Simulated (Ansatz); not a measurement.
## RbBr: modes and screening against the lattice constant

Level of theory: DFT PBEsol, scalar-relativistic, plane waves, PAW (Ansatz 0.2.0). Plane waves to 420 eV; Γ-centred k mesh 6×6×6; fixed occupations. No spin polarisation. Phonons by linear response, acoustic sum rule imposed.

The cell is fixed (symmetry leaves no force on the atoms) and stands under -0.3 GPa:
```cif
data_structure
_symmetry_space_group_name_H-M 'Fm-3m'
_symmetry_Int_Tables_number 225
_cell_length_a 6.8968
_cell_length_b 6.8968
_cell_length_c 6.8968
_cell_angle_alpha 90.000
_cell_angle_beta 90.000
_cell_angle_gamma 90.000
_cell_volume 328.05
loop_
_atom_site_label
_atom_site_type_symbol
_atom_site_symmetry_multiplicity
_atom_site_Wyckoff_symbol
_atom_site_fract_x
_atom_site_fract_y
_atom_site_fract_z
_atom_site_occupancy
Rb1 Rb 4 a 0.00000 0.00000 0.00000 1
Br1 Br 4 b 0.50000 0.00000 0.00000 1
```

The cell is the ideal cubic rocksalt prototype.

Problem. How do the optical zone-centre modes (counted from the lowest optical one, degenerate ones once; i marks imaginary ones; without the LO field) and the screening change over a = 6.897 and 7.012 Å?

Solution.
```csv
a (Å),6.897,7.012
pressure (GPa),-0.3,-0.8
gap on the mesh (eV),4.17,4.07
ε∞,2.56,2.49
ε0,5.6,6.4
mode 1 (cm⁻¹),80,70
```

Cost: 2 runs of about 0.29 core-minutes in all, on Intel Xeon 6975P-C (Granite Rapids) (shared hosts).